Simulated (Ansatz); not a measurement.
# SnSe: the cost of one run

Method: DFT LDA, scalar-relativistic, plane waves, PAW, in Ansatz 0.2.0.

2 further runs of the same task are left out: 2 set aside as unsound or not needed.

## Step 1: The structure to begin with

It takes space group Cmmm (No. 65, orthorhombic). The conventional cell has a = 5.732 Å, b = 11.761 Å, c = 2.974 Å, α = 90.00°, β = 90.00°, γ = 90.00°. Around Sn (site symmetry m2m) lie 3 Se at 2.68 to 2.87 Å and 3 Sn at 2.97 to 3.09 Å. Se (site symmetry m2m) is surrounded by 3 Sn at 2.68 to 2.87 Å and 2 Se at 2.97 Å.

As a file:

```
CELL_PARAMETERS angstrom
5.73157 0.00000 0.00000
0.00000 11.76075 0.00000
0.00000 0.00000 2.97358
ATOMIC_POSITIONS crystal
Sn 0.50000 0.36853 0.99972
Sn 0.50000 0.63147 0.99972
Sn 0.00000 0.86853 0.00028
Sn 0.00000 0.13147 0.00028
Se 0.50000 0.14034 0.99976
Se 0.50000 0.85966 0.99976
Se 0.00000 0.64034 0.00024
Se 0.00000 0.35966 0.00024
```

It goes back to an entry of the Materials Project, which need not be the stable form.

It is the result of an earlier relaxation at this level (volume 25.06 Å³/atom; gap on the mesh: none (metal)).

## Step 2: Zero of energy

The reference gives a free energy of -45052.6723 eV, pressure 0.16 GPa, largest force 0.092 eV/Å and gap on the mesh none (metal). It was computed beforehand with the settings of the runs below.

## Step 3: Next: moving one atom along a line

Atom 1 (Sn) is moved by x along the Cartesian unit vector (0.000, 0.000, -1.000); the cell and all other atoms stay fixed. Forces below are components along that vector, summed over the moved atoms. In a periodic cell its images move with it.

## Step 4: At x = -0.450 Å

The input, input.yaml:

```yaml
crystal:
  lattice:
    - [5.731574034, 0.0, 0.0]
    - [0.0, 11.7607486865, 0.0]
    - [0.0, 0.0, 2.9735833746]
  atoms:
    - { symbol: Sn, position: [0.5, 0.3685341727, 1.1510494797] }
    - { symbol: Sn, position: [0.5, 0.6314658273, 0.9997169145] }
    - { symbol: Sn, position: [0.0, 0.8685341727, 0.0002830855] }
    - { symbol: Sn, position: [0.0, 0.1314658273, 0.0002830855] }
    - { symbol: Se, position: [0.5, 0.1403369628, 0.9997644856] }
    - { symbol: Se, position: [0.5, 0.8596630372, 0.9997644856] }
    - { symbol: Se, position: [0.0, 0.6403369628, 0.0002355144] }
    - { symbol: Se, position: [0.0, 0.3596630372, 0.0002355144] }
basis:
  ecutwfc: 420
kpoints:
  mp_grid: { grid: [8, 4, 14] }
hamiltonian:
  xc: lda
scf:
  occupations: { method: gaussian, width: 0.15 }
output:
  forces: true
  stress: true
  eigenvalues: true
```

Started as:

```console
$ ansatz run input.yaml --threads 2 --pin off --max-ram 5120MiB --backend cpu --events-out ev --progress --plain --runs-dir out
```

**Question.** How long does this run take on 2 threads of Intel Xeon Platinum 8259CL at 2.50GHz (Skylake/Cascade Lake), shared host, and how much memory does it need?

About 93 s, with a peak of 1.5 GiB.
